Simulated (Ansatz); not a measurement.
**MgO: a line through a two-coordinate scan**

One line of a two-coordinate grid on MgO (P6_3mc, No. 186; 8 atoms in the cell): volume per atom is varied, at c/a of the conventional cell = 3.845.

Program: Ansatz 0.2.0. Level of theory: DFT PBE, scalar-relativistic, plane waves, PAW. These are calculated values, not measurements.

15 further runs of the same task are left out: 15 set aside as unsound or not needed.

## Step 1: The system as given

The structure is hexagonal, space group P6_3mc (No. 186). Conventional cell: a = 3.281 Å, b = 3.281 Å, c = 10.514 Å, α = 90.00°, β = 90.00°, γ = 120.00°. Mg (site symmetry 3m) is surrounded by 4 O at 1.99 to 2.00 Å. Mg (site symmetry 3m) has 4 O at 1.99 to 2.01 Å as nearest neighbours. Around O (site symmetry 3m) lie 4 Mg at 1.99 Å. O (site symmetry 3m) has 4 Mg at 2.00 to 2.01 Å as nearest neighbours.

As a file:

```
CELL_PARAMETERS angstrom
3.28053 0.00000 0.00000
-1.64026 2.84102 0.00000
0.00000 0.00000 10.51390
ATOMIC_POSITIONS crystal
Mg 0.33333 0.66667 0.96949
Mg 0.00000 0.00000 0.22082
Mg 0.00000 0.00000 0.72082
Mg 0.66667 0.33333 0.46949
O 0.33333 0.66667 0.78004
O 0.00000 0.00000 0.52964
O 0.00000 0.00000 0.02964
O 0.66667 0.33333 0.28004
```

It goes back to an entry of the Materials Project, which need not be the stable form.

This cell was relaxed beforehand with the same method: volume 12.25 Å³/atom, gap on the mesh 3.46 eV.

## Step 2: The scan

The energy is mapped over volume and the cell's shape.

First coordinate, volume per atom: 7 values from 10.78 to 13.72 Å³. Second coordinate, c/a of the conventional cell: 7 values from 2.672 to 3.845.

Nothing else is relaxed (fractional coordinates fixed). Energies count from the relaxed crystal. Points are written as (first, second).

## Step 3: Grid point (10.78 Å³, 3.845)

File input.yaml:

```yaml
crystal:
  lattice:
    - [2.9586633719, 0.0, 0.0]
    - [-1.479331686, 2.5622776413, 0.0]
    - [0.0, 0.0, 11.3748771995]
  atoms:
    - { symbol: Mg, position: [0.3333333333, 0.6666666667, 0.9694906392] }
    - { symbol: Mg, position: [0.0, 0.0, 0.2208211786] }
    - { symbol: Mg, position: [0.0, 0.0, 0.7208211786] }
    - { symbol: Mg, position: [0.6666666667, 0.3333333333, 0.4694906392] }
    - { symbol: O, position: [0.3333333333, 0.6666666667, 0.7800420079] }
    - { symbol: O, position: [0.0, 0.0, 0.5296443544] }
    - { symbol: O, position: [0.0, 0.0, 0.0296443544] }
    - { symbol: O, position: [0.6666666667, 0.3333333333, 0.2800420079] }
basis:
  ecutwfc: 520.0
kpoints:
  mp_grid: { grid: [9, 9, 4] }
hamiltonian:
  xc: pbe
  pseudopotentials: { kind: paw, azcp: { folder: soft_1 } }
scf:
  occupations: { method: gaussian, width: 0.05 }
output:
  forces: true
  stress: true
  eigenvalues: true
```

Launch:

```sh
$ ansatz run input.yaml --threads 2 --pin off --max-ram 4096MiB --backend cpu --events-out ev --progress --plain --runs-dir out
```

The session goes on with these runs: the other points of the line.

**Question.** What will these runs give? Wanted: for each run, volume per atom; energy; slope; pressure; largest force on an atom.

As calculated:

| volume per atom (Å³) | step | energy (meV/atom) | slope (meV/atom per Å³) | pressure (GPa) | band gap on the k-mesh (eV) | largest force on an atom (eV/Å) |
| --- | --- | --- | --- | --- | --- | --- |
| 10.78 | 3 | 299 | −161 | 25.9 | 3.69 | 1.71 |
| 11.27 | 4 | 233 | −109 | 17.5 | 3.45 | 1.34 |
| 11.76 | 5 | 190 | −67 | 10.7 | 3.24 | 1.03 |
| 12.25 | 6 | 167 | −32 | 5.1 | 3.04 | 0.76 |
| 12.74 | 7 | 158 | −3 | 0.5 | 2.86 | 0.52 |
| 13.23 | 8 | 163 | 21 | −3.3 | 2.69 | 0.31 |
| 13.72 | – | 178 | 40 | −6.5 | 2.53 | 0.13 |

Energies count from the relaxed crystal. Rows without a step come from runs not printed here or follow by symmetry. Slopes come from the forces (and the stress, where the cell changes), not from differences of energies.

Along the line the energy is lowest at 12.74 Å³, 158 meV/atom from the zero. Energies and slopes round the minimum, fitted together, put the minimum at 12.793 Å³, with a curvature of about 52 meV/atom per (Å³)². V·d²E/dV² there is about 110 GPa, a bulk modulus under this line's constraint. The well is lopsided: two grid steps out, the energy rises by 32 meV/atom towards smaller values and 20 meV/atom towards larger ones. The highest point computed, at 10.78 Å³, lies 141 meV/atom above the lowest. This is one cut through a surface in two coordinates; the map's lowest point lies off it. With the other coordinates free, the energies away from the reference would be the same or lower.

The gaps are Kohn-Sham values of a semilocal functional, not quasiparticle or optical gaps. Such gaps usually fall short of the measured ones.
